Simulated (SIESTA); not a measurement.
The system is CdF2.

```xyz
3
Lattice="0.0000 2.6940 2.6940 2.6940 0.0000 2.6940 2.6940 2.6940 0.0000" Properties=species:S:1:pos:R:3 pbc="T T T"
Cd    0.0000    0.0000    0.0000
F     4.0410    4.0410    4.0410
F     1.3470    1.3470    1.3470
```

| Quantity | Value |
| --- | --- |
| Program | SIESTA 5.4.2 |
| Task | single point |
| Functional | PBE |
| Potentials or basis | PseudoDojo 0.4 standard (PBE files) |
| Basis | DZP (energy shift 0.003 Ry; two zetas on semicore shells) |
| Grid cutoff | 800 Ry |
| Energy shift | 0.003 Ry |
| k mesh | 9 × 9 × 9 |
| Occupations | fermi-dirac, width 0.05 eV |
| Spin | no spin polarisation |

On this cell: pressure 5.7 GPa; largest force zero by symmetry; band gap on the k mesh 3.15 eV, indirect (least direct gap 3.63 eV).

The same run follows on a disturbed copy (atoms moved at random, drawn with an rms of 0.05 Å):

```
Cd F
1.0
     0.00000    2.69400    2.69400
     2.69400    0.00000    2.69400
     2.69400    2.69400    0.00000
Cd F
1 2
Direct
  0.00158 0.99951 0.01010
  0.76521 0.75266 0.74915
  0.27464 0.23776 0.23702
```

Q: What does the disturbed cell give?

A: The energy moves by +8.4 meV/atom; pressure 6.2 GPa; largest force 0.460 eV/Å; band gap on the k mesh 3.13 eV, indirect (least direct gap 3.58 eV).

Forces on the atoms (eV/Å):
```
Cd  -0.373  0.043  0.247
F   -0.085 -0.024 -0.175
F    0.453 -0.025 -0.076
```

Stress tensor (GPa, compression positive):
```
 6.27  0.15 -0.14
 0.15  6.26  0.96
-0.14  0.96  6.18
```

Caveats: an odd mesh through Γ misses points on the zone boundary, where band edges often lie; the basis of atomic orbitals isn't converged, which shifts pressures, moduli and gaps.
